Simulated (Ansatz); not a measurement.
Isolated molecules relaxed with PBE0-D4/def2-TZVP in Ansatz; ΔE leaves out vibrations. CCSD(T)/CBS is the MP2 limit (def2-TZVPP, def2-QZVPP) plus CCSD(T) − MP2 in def2-TZVPP, frozen cores. DFT in def2-TZVPP. B3LYP here is the variant with VWN-RPA as its local correlation; programs differ in this. For Ge outer-core shells are correlated without core-valence functions, which leaves a few kJ/mol of doubt a bond. Scalar relativity is left out up to krypton. Each species was taken in one conformer, which may not be the lowest.

Reaction (formal exchange of groups at the Si–N bond): `F[SiH](Cl)[NH][GeH3]` + `C=CCC` → `C=CC[SiH](F)Cl` + `C[NH][GeH3]`

Problem. Is it downhill or uphill in electronic energy at CCSD(T)/CBS, and by how much? (An estimate is asked.)

Solution. The calculation gave: Uphill: ΔE = +120.3 kJ/mol.

Problem. What do these levels give: PBE-D4, r2SCAN-D4, B3LYP-D4, ωB97X-V, PBE0, HF/def2-TZVPP, MP2/def2-TZVPP, SCS-MP2/def2-TZVPP, CCSD/def2-TZVPP, MP2/def2-QZVPP, MP2/CBS(def2), CCSD/CBS(def2)? (Best estimate.)

Solution. Ansatz gave: PBE-D4 106.0, r2SCAN-D4 115.5, B3LYP-D4 114.8, ωB97X-V 116.0, PBE0 113.1, HF/def2-TZVPP 129.8, MP2/def2-TZVPP 122.5, SCS-MP2/def2-TZVPP 122.4, CCSD/def2-TZVPP 122.0, MP2/def2-QZVPP 122.9, MP2/CBS(def2) 122.5, CCSD/CBS(def2) 122.0 kJ/mol.

Largest T1 diagnostic among the species: 0.011.

From PBE to PBE0 (25 % exact exchange), in def2-TZVPP and without D4, ΔE moves by +6.1 kJ/mol. In def2-TZVPP, CCSD(T) changes the Hartree–Fock value by −9.4 kJ/mol (the triples alone add −1.7 kJ/mol) and MP2 by −7.2 kJ/mol.
